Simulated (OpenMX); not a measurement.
Runs of OpenMX 3.8.5 on InAs. The structure is cubic, space group F-43m (No. 216). The conventional cell has a = 6.036 Å, b = 6.036 Å, c = 6.036 Å, α = 90.00°, β = 90.00°, γ = 90.00°. Around In (site symmetry -43m) lie 4 As at 2.61 Å. As (site symmetry -43m) has 4 In at 2.61 Å as nearest neighbours. 

| task | level | potentials or basis | spin | cell | k mesh | SCF threshold | max SCF cycles | grid points, held for all volumes | optimiser | force threshold | pressure (GPa) | moment (μB) |
| --- | --- | --- | --- | --- | --- | --- | --- | --- | --- | --- | --- | --- |
| band structure | PBE | OpenMX 2013 PBE set, In7.0-s3p2d2, As7.0-s3p2d2, grid cutoff 500 Ry | non-collinear, zero start, SOC | as given | 7 × 7 × 7 | 1e-07 Ha | 100 | - | - | - | - | 0.00 |
| band structure | PBE | OpenMX 2013 PBE set, In7.0-s3p2d2, As7.0-s3p2d2, grid cutoff 500 Ry | off | as given | 9 × 9 × 9 | 1e-08 Ha | 100 | - | - | - | (a) | - |
| band structure | PBE | OpenMX 2013 PBE set, In7.0-s3p2d1, As7.0-s3p2d1, grid cutoff 500 Ry | off | as given | 9 × 9 × 9 | 1e-08 Ha | 100 | - | - | - | 6.9 | - |
| band structure | PBE | OpenMX 2013 PBE set, In7.0-s3p2d2f1, As7.0-s3p2d2f1, grid cutoff 500 Ry | off | as given | 9 × 9 × 9 | 1e-08 Ha | 100 | - | - | - | 5.7 | - |
| relaxation of cell and atoms | LDA | OpenMX 2013 LDA set, In7.0-s3p2d1, As7.0-s3p2d1, grid cutoff 500 Ry | collinear, ferromagnetic start | relaxed | 7 × 7 × 7 | 1e-08 Ha | 100 | - | RFC5 | 1.0e-3 Ha/bohr | 0.0 | 0.00 |
| band structure | LDA | OpenMX 2013 LDA set, In7.0-s3p2d2, As7.0-s3p2d2, grid cutoff 500 Ry | off | as given | 9 × 9 × 9 | 1e-08 Ha | 100 | - | - | - | 2.1 | - |
| band structure | PBE+D4 | OpenMX 2013 PBE set, In7.0-s3p2d2, As7.0-s3p2d2, grid cutoff 500 Ry | collinear, ferromagnetic start | as given | 9 × 9 × 9 | 1e-08 Ha | 100 | - | - | - | - | 0.00 |

Alike in all rows: smearing fermi-dirac 0.05 eV.

Task: Estimate the missing entries.

Result: (a) 6.5.

Caveats: the basis of atomic orbitals isn't converged, which shifts pressures, moduli and gaps; total energies with and without spin-orbit coupling shouldn't be compared in this program (some runs); the energies along the path lack the entropy term of the smearing (some runs); pairwise dispersion overbinds metals, which lowers pressure and volume (some runs).

Not every run made on this cell is shown here.
